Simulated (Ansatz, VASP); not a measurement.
# One calculation of BeS, two programs

Contents of INCAR:

```
PREC = Accurate ; ENCUT = 520
EDIFF = 1E-7 ; ISMEAR = 0
SIGMA = 0.012 ; LREAL = False
LASPH = True ; NELM = 60
ALGO = Normal ; ISIF = 2
LWAVE = False ; LCHARG = True
GGA = PE ; LELF = True
LVHAR = True ; NBANDS = 11
```

Contents of KPOINTS:

```
Automatic mesh
0
Gamma
  9 9 9
```

POSCAR

```
BeS
1.0
    0.0000000000      2.4250000000      2.4250000000
    2.4250000000      0.0000000000      2.4250000000
    2.4250000000      2.4250000000      0.0000000000
S Be
1 1
Direct
    0.7500000000      0.7500000000      0.7500000000
    0.0000000000      0.0000000000      0.0000000000
```

File input.yaml:

```yaml
crystal:
  lattice:
    - [0.0, 2.425, 2.425]
    - [2.425, 0.0, 2.425]
    - [2.425, 2.425, 0.0]
  atoms:
    - { symbol: S, position: [0.75, 0.75, 0.75] }
    - { symbol: Be, position: [0.0, 0.0, 0.0] }
hamiltonian:
  xc: pbe
  pseudopotentials: { kind: paw }
kpoints:
  mp_grid: { grid: [9, 9, 9] }
scf:
  occupations: { method: gaussian, width: 0.012 }
output:
  forces: true
  stress: true
  eigenvalues: true
  write_density: true
  write_potential: true
  elf: true
  volumetric_format: npy
```

Alike in both runs: task single point; functional PBE; k mesh 9 × 9 × 9; occupations gaussian, width 0.012 eV; no spin polarisation.

```csv
,VASP,Ansatz
version,VASP 6.6.1,Ansatz 0.2.0
potentials or method,"VASP PAW PBE potentials, release 64 (S, Be)",Ansatz PAW
plane-wave cutoff (eV),520,420
valence electrons in the cell,8,8
```

|  | VASP | Ansatz | Ansatz less VASP |
| --- | --- | --- | --- |
| gap on the k mesh at the Fermi level (eV) | 3.20 | 3.20 | -0.001 |
| least direct gap on the mesh (eV) | 5.67 | 5.65 | -0.018 |
| pressure (GPa) | 1.6 | 1.5 | -0.01 |

The functional is the same, so the differences come from potentials, cutoffs and numerics.

Caveats: an odd mesh through Γ misses points on the zone boundary, where band edges often lie (VASP); odd divisions of the mesh miss points on the zone boundary, where band edges often lie, so the gap on the mesh can be too wide (Ansatz).
